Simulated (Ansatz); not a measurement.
# Ytterbium, bcc: HSE06 after PBE

How do the levels change when part of the exchange is made exact, and what does it cost? Spin polarisation is left out. The geometry was relaxed under PBE beforehand and is kept. Exact exchange is dear, so the k-mesh is coarse, and PBE is run on the same mesh for comparison.

Computed with Ansatz 0.2.0 (DFT, plane waves (420 eV) with PBE-made PAW files, scalar-relativistic; functionals as named at each step, unless a step says otherwise).

## Step 1: The system as given

The structure is cubic, space group Im-3m (No. 229). Conventional cell: a = 4.108 Å, b = 4.108 Å, c = 4.108 Å, α = 90.00°, β = 90.00°, γ = 90.00°. Yb (site symmetry m-3m) has 8 Yb at 3.56 Å as nearest neighbours.

Coordinates:

```cif
data_structure
_symmetry_space_group_name_H-M 'P 1'
_symmetry_Int_Tables_number 1
_cell_length_a 3.5580
_cell_length_b 3.5580
_cell_length_c 3.5580
_cell_angle_alpha 109.471
_cell_angle_beta 109.471
_cell_angle_gamma 109.471
_cell_volume 34.67
loop_
_atom_site_label
_atom_site_type_symbol
_atom_site_fract_x
_atom_site_fract_y
_atom_site_fract_z
_atom_site_occupancy
Yb1 Yb 0.00000 0.00000 0.00000 1
```

## Step 2: PBE, coarse mesh

The run with PBE.

Contents of input.yaml:

```yaml
crystal:
  lattice:
    - [-2.0542319315, 2.0542319315, 2.0542319315]
    - [2.0542319315, -2.0542319315, 2.0542319315]
    - [2.0542319315, 2.0542319315, -2.0542319315]
  atoms:
    - { symbol: Yb, position: [0.0, 0.0, 0.0] }
hamiltonian:
  xc: pbe
  pseudopotentials:
    kind: paw
    azcp:
      Yb: "pseudopotentials/Yb.paw.azcp"
basis:
  ecutwfc: 420
  fft_grid_basis: typed
kpoints:
  mp_grid: { grid: [6, 6, 6], shift: [0, 0, 0] }
magnetization:
  spin_polarized: false
scf:
  occupations: { method: fermi_dirac, width: 0.1 }
output:
  write_density: true
  write_potential: true
  elf: true
  volumetric_format: npy
```

Launch:

```sh
$ ansatz run input.yaml --threads 4 --pin off --max-ram 8192MiB --backend cpu --events-out ev --progress --plain --runs-dir out
```

## Step 3: HSE06 on the coarse mesh

The run with HSE06.

Changes to input.yaml since step 2:

```diff
@@ -8,3 +8,3 @@
 hamiltonian:
-  xc: pbe
+  xc: hse06
   pseudopotentials:
@@ -22,6 +22 @@
   occupations: { method: fermi_dirac, width: 0.1 }
-output:
-  write_density: true
-  write_potential: true
-  elf: true
-  volumetric_format: npy
```

(Steps that only read results are left out.)

Q: Predict the outcome of this session. Wanted: PBE: gap; HSE06: gap.

**Answer**, as computed:

| quantity | value |
| --- | --- |
| PBE: gap | none (levels filled in part) |
| HSE06: gap | none (levels filled in part) |
| HSE06: SCF cycles, exchange loops | 30, 3 |
| HSE06: CPU time over that of PBE | 20 |

**Reading.** Neither PBE nor HSE06 shows a clean gap on this mesh. The hybrid took 20 times as much CPU time as PBE on the same settings. The exchange operator of HSE06 was renewed in 3 outer loops. Absolute energies differ from functional to functional, by eV per atom at times, and say nothing by themselves.
